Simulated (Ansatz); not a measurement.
# How strongly the parts of graphene/h-BP/graphene sandwich (62 atoms) bind

Aim: the interaction energy between the two parts of graphene/h-BP/graphene sandwich (62 atoms) and its distance dependence.

Calculated with Ansatz 0.2.0; Kohn-Sham DFT, PBE+D3(BJ), PAW (set soft_2), plane waves.

### 1. The starting structure

The cell holds 62 atoms: 48 C, 7 B and 7 P. Its edges and angles: a = 8.507 Å, b = 8.507 Å, c = 20.910 Å, α = 90.0°, β = 90.0°, γ = 120.0°. It derives from C and BP. 12 cells of graphene (a = 2.46 Å, strained -0.17 %) and 7 cells of h-BP (a = 3.21 Å, +0.17 %) on one hexagonal cell, twist 10.89 deg; facing planes 3.49, 3.42 Å apart; 14 Å of vacuum; displaced by a Gaussian of 0.01 Å. Regions: layer 1, 24 atoms (24 C); layer 2, 14 atoms (7 B and 7 P); layer 3, 24 atoms (24 C). Vacuum lies along c.

### 2. Single point at the start

A single point comes first, to see the forces before anything moves.

Input file input.yaml:

```yaml
crystal:
  lattice:
    - [8.5073, 0.0, 0.0]
    - [-4.25365, 7.36754, 0.0]
    - [0.0, 0.0, 20.91]
  atoms:
    - { symbol: C, position: [0.16529, 0.66862, 0.33506] }
    - { symbol: C, position: [0.16595, 0.49992, 0.33434] }
    - { symbol: C, position: [0.33278, 0.99874, 0.33467] }
    - { symbol: C, position: [0.33128, 0.83293, 0.33507] }
    - { symbol: C, position: [0.16841, 0.16815, 0.3343] }
    - { symbol: C, position: [0.16574, 0.99907, 0.33378] }
    - { symbol: C, position: [0.33428, 0.49922, 0.33451] }
    - { symbol: C, position: [0.33495, 0.33267, 0.33481] }
    - { symbol: C, position: [0.49978, 0.83453, 0.33437] }
    - { symbol: C, position: [0.49805, 0.66661, 0.33495] }
    - { symbol: C, position: [0.50116, 0.33242, 0.33422] }
    - { symbol: C, position: [0.50029, 0.16587, 0.33479] }
    - { symbol: C, position: [0.66747, 0.66762, 0.33513] }
    - { symbol: C, position: [0.66784, 0.49831, 0.33523] }
    - { symbol: C, position: [0.83384, 0.9996, 0.33513] }
    - { symbol: C, position: [0.83243, 0.83406, 0.33476] }
    - { symbol: C, position: [0.66647, 0.16573, 0.33484] }
    - { symbol: C, position: [0.66726, 0.00061, 0.33437] }
    - { symbol: C, position: [0.83245, 0.50152, 0.33493] }
    - { symbol: C, position: [0.8335, 0.33434, 0.33497] }
    - { symbol: C, position: [0.99936, 0.83333, 0.33452] }
    - { symbol: C, position: [0.00161, 0.66645, 0.33436] }
    - { symbol: C, position: [0.99885, 0.33277, 0.33462] }
    - { symbol: C, position: [0.99871, 0.16644, 0.33471] }
    - { symbol: B, position: [0.77684, 0.59836, 0.50102] }
    - { symbol: P, position: [0.82856, 0.41225, 0.50141] }
    - { symbol: B, position: [0.92157, 0.02993, 0.50149] }
    - { symbol: P, position: [0.96611, 0.83493, 0.50173] }
    - { symbol: B, position: [0.0651, 0.45769, 0.50138] }
    - { symbol: P, position: [0.1096, 0.26622, 0.50161] }
    - { symbol: B, position: [0.2039, 0.88458, 0.50192] }
    - { symbol: P, position: [0.25352, 0.6971, 0.50239] }
    - { symbol: B, position: [0.34784, 0.31346, 0.50236] }
    - { symbol: P, position: [0.39647, 0.12377, 0.50054] }
    - { symbol: B, position: [0.49183, 0.74251, 0.50211] }
    - { symbol: P, position: [0.54021, 0.55396, 0.50184] }
    - { symbol: B, position: [0.63642, 0.17339, 0.50117] }
    - { symbol: P, position: [0.68323, 0.98316, 0.50202] }
    - { symbol: C, position: [0.70095, 0.60838, 0.66582] }
    - { symbol: C, position: [0.70068, 0.4406, 0.66471] }
    - { symbol: C, position: [0.86605, 0.94183, 0.66464] }
    - { symbol: C, position: [0.86329, 0.774, 0.66533] }
    - { symbol: C, position: [0.701, 0.1084, 0.66456] }
    - { symbol: C, position: [0.69794, 0.94148, 0.66648] }
    - { symbol: C, position: [0.86709, 0.44182, 0.66508] }
    - { symbol: C, position: [0.86451, 0.27347, 0.6651] }
    - { symbol: C, position: [0.03011, 0.77248, 0.66572] }
    - { symbol: C, position: [0.03307, 0.60899, 0.66544] }
    - { symbol: C, position: [0.03188, 0.27347, 0.66481] }
    - { symbol: C, position: [0.03227, 0.10963, 0.66481] }
    - { symbol: C, position: [0.20172, 0.61136, 0.66621] }
    - { symbol: C, position: [0.19937, 0.44082, 0.6655] }
    - { symbol: C, position: [0.36733, 0.94327, 0.66515] }
    - { symbol: C, position: [0.36653, 0.77746, 0.66519] }
    - { symbol: C, position: [0.20031, 0.10835, 0.66499] }
    - { symbol: C, position: [0.1992, 0.94265, 0.66467] }
    - { symbol: C, position: [0.36614, 0.44233, 0.66502] }
    - { symbol: C, position: [0.3679, 0.27452, 0.66571] }
    - { symbol: C, position: [0.53081, 0.77395, 0.66485] }
    - { symbol: C, position: [0.534, 0.611, 0.66487] }
    - { symbol: C, position: [0.53181, 0.2746, 0.66569] }
    - { symbol: C, position: [0.53572, 0.10935, 0.66552] }
kpoints:
  mp_grid: { grid: [3, 3, 1] }
hamiltonian:
  xc: pbe
  dispersion: d3bj
scf:
  occupations: { method: gaussian, width: 0.05 }
output:
  forces: true
```

Run with:

```bash
$ ansatz run input.yaml --threads 8 --pin off --max-ram 15872MiB --backend cpu --events-out ev --progress --plain --runs-dir out
```

Numbers of over 12 decimals in the logs are rounded to 6 here.

The log of the run:

```text
[...]
Pseudopotentials: kind: paw
Pseudopotential: C, paw, valence charge 4, recommended cutoff 420 eV (normal), C.paw.azcp
Pseudopotential: B, paw, valence charge 3, recommended cutoff 420 eV (normal), B.paw.azcp
Pseudopotential: P, paw, valence charge 5, recommended cutoff 420 eV (normal), P.paw.azcp
[... 5 lines on functional and potentials left out ...]
Crystal: 62 atoms, lattice volume = 1310.594 Å³
Basis set: ecut = 420 eV, 25707 PW (Γ), exchange–correlation on 120×120×288 points (8 copies of the dense FFT grid, shifted against one another)
Bands: 186, of which v1, the nominal top of the filled ones, is band 124 counted from 1 (123 counted from 0)
Symmetry: 1 space group operations
Space group: P1 (ITA 1), of the structure as read, at distance tolerance 1.1e-4 Å
k-points: 5 of 9 (time reversal used)
[... 7 lines on functional and potentials left out ...]
Initial density: superposition of atomic densities (neutral atoms: chi_scale 0, normalization atom), corrected by the library's trained network
Initial wavefunctions: pseudopotential atomic-orbital guess
[...]
SCF iter   1: F=—  HF=-18434.588636 eV  |F-HF|=—  |Δ(HF+E_count)|=         —  Δρ=2.71e-3  dr2=1.93e-1  ethr=1.77e-3  ⟨swp⟩=12.2  Hψ=6821  notcnv=0  defer=180
preconditioner: auto → LDOS  [metal: Δε(μ)=0.033 eV  Ē_g=13.488 eV  σ=0.050 eV  W_gap=0.33  n_scr=186 (ndim 8)  ℏωp=16.2 eV  f_vac=0.499  D(μ)=10.59/eV (n_scr^D=38)  β→1.0]
[...]
SCF iter  10: F=—  HF=-18434.553441 eV  |F-HF|=—  |Δ(HF+E_count)|=   8.76e-7  Δρ=3.02e-6  dr2=2.43e-7  ethr=4.01e-10  ⟨swp⟩=2.0  Hψ=1022  notcnv=0  defer=266
SCF iter  11: F=-18434.553442 eV  HF=-18434.553441 eV  |F-HF|=3.64e-7  |Δ(HF+E_count)|=   5.36e-7  Δρ=1.58e-6  dr2=5.11e-8  ethr=4.03e-11  ⟨swp⟩=4.8  Hψ=2707  notcnv=0
SCF 1 converged in 11 iterations: F = -18434.553442 eV  dr2 = 5.11e-8
[...]
SCF converged after 11 iterations
Free energy (F): -18434.553442 eV
Harris-Foulkes:  -18434.553441 eV  (|F-HF|=3.64e-7)
Internal energy: -18434.540147 eV  (E = F + TS)
E sigma→0 (E₀):  -18434.546794 eV
Entropy (-TS):   -0.013295 eV (-0.214 meV/atom)
Fermi energy:    1.068276 eV
--- Per-component energies (eV) ---
[...]
Σ components = -18434.553442   (vs F -18434.553442, Δ=0.00e0)
--- Forces (eV/Å), atoms counted from 1 ---
  atom   1  C      1.41942013    -1.05370287    -0.16152658
  atom   2  C      0.34650082    -0.06842814     0.11272516
  atom   3  C     -0.38861036     0.46075492    -0.07865673
  atom   4  C      0.64514016     0.31739165    -0.10964107
[...]
atom  62  C     -1.21968986    -0.05836721    -0.13001508
  max |Σ_I F_I| component: 2.68e-5 eV/Å
```

Wall time 22 s (8 threads of Arm Neoverse V2, shared host); peak memory 4.9 GiB.

The r.m.s. force at the start is 0.49 eV/Å.

### 3. Relaxation

The atoms are relaxed in the fixed cell, aiming at the force tolerance of the input.

Input file input.yaml:

```yaml
crystal:
  lattice:
    - [8.5073, 0.0, 0.0]
    - [-4.25365, 7.36754, 0.0]
    - [0.0, 0.0, 20.91]
  atoms:
    [... the 62 atom lines of step 2 ...]
kpoints:
  mp_grid: { grid: [3, 3, 1] }
hamiltonian:
  xc: pbe
  dispersion: d3bj
scf:
  occupations: { method: gaussian, width: 0.05 }
output:
  forces: true
relax:
  f_tol: 0.05
  max_steps: 120
```

The log of the run:

```text
[...]
Crystal: 62 atoms, lattice volume = 1310.594 Å³
Basis set: ecut = 420 eV, 25707 PW (Γ), exchange–correlation on 120×120×288 points (8 copies of the dense FFT grid, shifted against one another)
Bands: 186, of which v1, the nominal top of the filled ones, is band 124 counted from 1 (123 counted from 0)
Symmetry: 1 space group operations
[...]
k-points: 5 of 9 (time reversal used)
[...]
SCF iter   1: F=—  HF=-18434.588637 eV  |F-HF|=—  |Δ(HF+E_count)|=         —  Δρ=2.71e-3  dr2=1.93e-1  ethr=1.77e-3  ⟨swp⟩=12.2  Hψ=6821  notcnv=0  defer=180
[...]
SCF iter   6: F=-18434.553423 eV  HF=-18434.553413 eV  |F-HF|=9.97e-6  |Δ(HF+E_count)|=   3.26e-5  Δρ=3.55e-5  dr2=3.11e-5  ethr=2.52e-8  ⟨swp⟩=3.0  Hψ=3247  notcnv=0
SCF 1 converged in 6 iterations: F = -18434.553423 eV  dr2 = 3.11e-5
[...]
relax step   1: F+E_penalty+E_count = -18434.55342324 eV  Δ(F+E_penalty+E_count) = +0.000e0 eV  max|allowed force component| = 1.816e0 eV/Å  Δτ_max = 0.0000 Å  (6 SCF iters, dr2 threshold 6.25e-5 eV, accepted)
[...]
relax step   2: F+E_penalty+E_count = -18434.80966228 eV  Δ(F+E_penalty+E_count) = -2.562e-1 eV  max|allowed force component| = 8.610e-1 eV/Å  Δτ_max = 0.1939 Å  (7 SCF iters, dr2 threshold 1.00e-4 eV, accepted)
[...]
relax step   3: F+E_penalty+E_count = -18434.89219190 eV  Δ(F+E_penalty+E_count) = -8.253e-2 eV  max|allowed force component| = 3.472e-1 eV/Å  Δτ_max = 0.1546 Å  (7 SCF iters, dr2 threshold 4.63e-5 eV, accepted)
relax step   4: F+E_penalty+E_count = -18434.93128698 eV  Δ(F+E_penalty+E_count) = -3.910e-2 eV  max|allowed force component| = 9.973e-2 eV/Å  Δτ_max = 0.0665 Å  (7 SCF iters, dr2 threshold 1.96e-5 eV, accepted)
[...]
relax step   5: F+E_penalty+E_count = -18434.93491216 eV  Δ(F+E_penalty+E_count) = -3.625e-3 eV  max|allowed force component| = 2.902e-2 eV/Å  Δτ_max = 0.0234 Å  (10 SCF iters, accepted)
SCF converged after 10 iterations
Free energy (F): -18434.934912 eV
[...]
Internal energy: -18434.911714 eV  (E = F + TS)
E sigma→0 (E₀):  -18434.923313 eV
Entropy (-TS):   -0.023198 eV (-0.374 meV/atom)
Fermi energy:    1.095512 eV
[...]
--- Forces (eV/Å), atoms counted from 1 ---
  atom   1  C      0.00458175    -0.01426806     0.00484671
  atom   2  C     -0.00706381     0.01920831     0.00200329
  atom   3  C     -0.00601467    -0.00888740     0.00172573
  atom   4  C     -0.00296770     0.00403214     0.00049247
  atom   5  C      0.00491525    -0.01726232     0.00219515
  atom   6  C      0.00224147     0.01155555    -0.00069411
  atom   7  C      0.01070055     0.00095976    -0.00181358
  atom   8  C      0.01706662     0.01399052     0.00681317
  atom   9  C     -0.00544836    -0.01548597     0.00117011
  atom  10  C      0.00547532    -0.00202517     0.00429963
  atom  11  C     -0.00704654    -0.00622024    -0.00257160
  atom  12  C     -0.00382548     0.00830186     0.00283953
  atom  13  C     -0.00784573    -0.02121205     0.00012270
  atom  14  C     -0.01395739     0.01422070     0.00291287
[...]
atom  61  C      0.01165489     0.01688859    -0.00132633
  atom  62  C      0.01532682    -0.01249761    -0.00033153
  max |Σ_I F_I| component: 2.17e-5 eV/Å
--- Relaxed structure (5 steps of the walk, 5 accepted, 0 SCFs on fresh bases) ---
  F+E_penalty+E_count = -18434.93491216 eV   max|allowed force component| = 2.902e-2 eV/Å
  atoms:
    - { symbol: C, position: [0.166638, 0.666834, 0.328883] }
    - { symbol: C, position: [0.166526, 0.499933, 0.329109] }
    - { symbol: C, position: [0.333237, 1.000053, 0.328643] }
    - { symbol: C, position: [0.333209, 0.833378, 0.328635] }
[...]
- { symbol: C, position: [0.532604, 0.108604, 0.671649] }
```

Wall time 76 s (8 threads); peak memory 5 GiB.

The relaxation converged after 5 steps, 0.381 eV below its start, with a largest force component of 0.029 eV/Å.

(Continued in part 2 of 3.)

[Logs are printed without paths, hosts, clocks, repeated set-up lines and the standing remarks that a program may print on its own settings, such as how far it seeks lower states.]

[Hosts, paths, dates, database ids (printed as entryN), source tags and the programs' standing remarks are cut or masked in the printed files.]
